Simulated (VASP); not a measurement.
Write the native input for VASP 6.6.1 that does the following.

```
Task                   : single point
Functional             : r2SCAN
Potentials or basis    : VASP PAW PBE potentials, release 64 (Si, C)
Cutoff                 : 520 eV
k mesh                 : 10 × 10 × 10
Occupations            : gaussian, width 0.01 eV
Spin                   : no spin polarisation
Dipole correction      : no
Further INCAR settings : ALGO = Normal; EDIFF = 1e-07; NBANDS = 11
```

The system is SiC.

```xyz
2
Lattice="-0.0102 2.1667 2.1858 2.1667 -0.0102 2.1858 2.1565 2.1565 0.0000" Properties=species:S:1:pos:R:3 pbc="T T T"
Si    0.0000    0.0000   -0.0019
C     1.0783    1.0783    1.0948
```

The cell was built by a generator and isn't the measured one.

These files were run (other wordings do the same):

POSCAR

```
SiC
1.0
   -0.0102207045      2.1667432205      2.1857999123
    2.1667432205     -0.0102207045      2.1857999123
    2.1565225160      2.1565225160      0.0000000000
Si C
1 1
Direct
   -0.0004335111     -0.0004335111      0.0004335111
    0.2504335111      0.2504335111      0.2495664889
```

INCAR.step1

```
ALGO = Normal
EDIFF = 1E-4
ENCUT = 520
GGA = PE
ISMEAR = 0
LASPH = T
LCHARG = F
LREAL = F
LWAVE = T
NBANDS = 11
NELM = 100
PREC = Accurate
SIGMA = 0.01
```

INCAR.step2

```
ALGO = Normal
EDIFF = 1E-7
ENCUT = 520
ISIF = 2
ISMEAR = 0
ISTART = 1
LASPH = T
LCHARG = T
LELF = T
LMIXTAU = T
LREAL = F
LVHAR = T
LWAVE = F
METAGGA = R2SCAN
NBANDS = 11
NELM = 100
PREC = Accurate
SIGMA = 0.01
```

KPOINTS

```
k-points
0
Gamma
  10 10 10
```

Potentials or basis: VASP PAW PBE potentials, release 64 (Si, C).

Run with:

```bash
$ cat potpaw_PBE.64/Si/POTCAR potpaw_PBE.64/C/POTCAR > POTCAR
$ cp INCAR.step1 INCAR
$ mpirun -np 1 vasp_std > vasp.out
$ cp INCAR.step2 INCAR
$ mpirun -np 1 vasp_std > vasp.out
```

It gave:

The pressure is 1.4 GPa. The band gap on the k mesh is 1.62 eV, indirect (least direct gap 4.97 eV).

Caveat: the PAW data sets were made with another functional, which shifts forces and pressure a little.

Run time: 50 s on 1 thread of Intel(R) Xeon(R) 6975P-C (Granite Rapids), with other jobs on the host, peak memory 0.16 GiB.
